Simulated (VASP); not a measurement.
Write the native input for VASP 6.6.1 that does the following.

```yaml
Task: relaxation of cell and atoms
Functional: PBE
Potentials_or_basis: VASP PAW PBE potentials, release 64 (Mn_pv)
Cutoff: 600 eV
k_mesh: 27 × 27 × 26
Occupations: gaussian, width 0.1 eV
Spin: no spin polarisation
Dipole_correction: no
Further_INCAR_settings: ALGO = Fast; EDIFF = 1e-06; IBRION = 2; EDIFFG = -0.01; NSW = 100; ISIF = 3
```

The structure of Mn lies in POSCAR:

```
Mn
1.0
    2.4828716261      0.0000000000      0.0000000000
   -1.2414358130      2.1502299025      0.0000000000
    0.0000000000      0.0000000000      2.1344661209
Mn
1
Direct
    0.0000000000      0.0000000000      0.0000000000
```

The cell was built by a generator and needn't be a form met in nature.

One way to write it, as run:

INCAR

```
SYSTEM = Mn
PREC     = Accurate       ! precision mode
ENCUT    = 600            ! plane-wave cutoff, eV
EDIFF    = 1E-6           ! SCF threshold, eV
ISMEAR   = 0              ! smearing method
SIGMA    = 0.1            ! smearing width, eV
LREAL    = .FALSE.        ! projectors in reciprocal space
LASPH    = .TRUE.         ! aspherical terms in the spheres
NELM     = 100            ! most SCF steps
ALGO     = Fast           ! electronic algorithm
ISIF     = 3              ! what is computed and relaxed
LWAVE    = .FALSE.        ! write WAVECAR
LCHARG   = .FALSE.        ! write CHGCAR
GGA      = PE             ! functional
IBRION   = 2              ! ionic algorithm
NSW      = 100            ! ionic steps
EDIFFG   = -0.01          ! ionic threshold
```

KPOINTS

```
Automatic mesh
0
G
  27 27 26
  0 0 0
```

Potentials or basis: VASP PAW PBE potentials, release 64 (Mn_pv).

Run with:

```sh
$ cat potpaw_PBE.64/Mn_pv/POTCAR > POTCAR
$ mpirun -np 1 vasp_std > vasp.out
```

It gave:

- Relaxed volume: 11.41 Å³/atom
- Relaxed cell: a = 2.482 Å, b = 2.482 Å, c = 2.137 Å, α = 90.00°, β = 90.00°, γ = 120.00°
- Space group after relaxing (to 0.05 Å): P6/mmm (No. 191)
- Energy gained by relaxing: 0.0 meV/atom
- Ionic steps: 3
- Pressure after relaxing: 0.0 GPa
- Band gap on the k mesh: none (metal or under the smearing width)

Caveat: the run has no spin polarisation, though such a crystal can be magnetic.

It took 87 s on 1 thread of Intel(R) Xeon(R) 6975P-C (Granite Rapids), with other jobs on the host, peak memory 0.26 GiB.
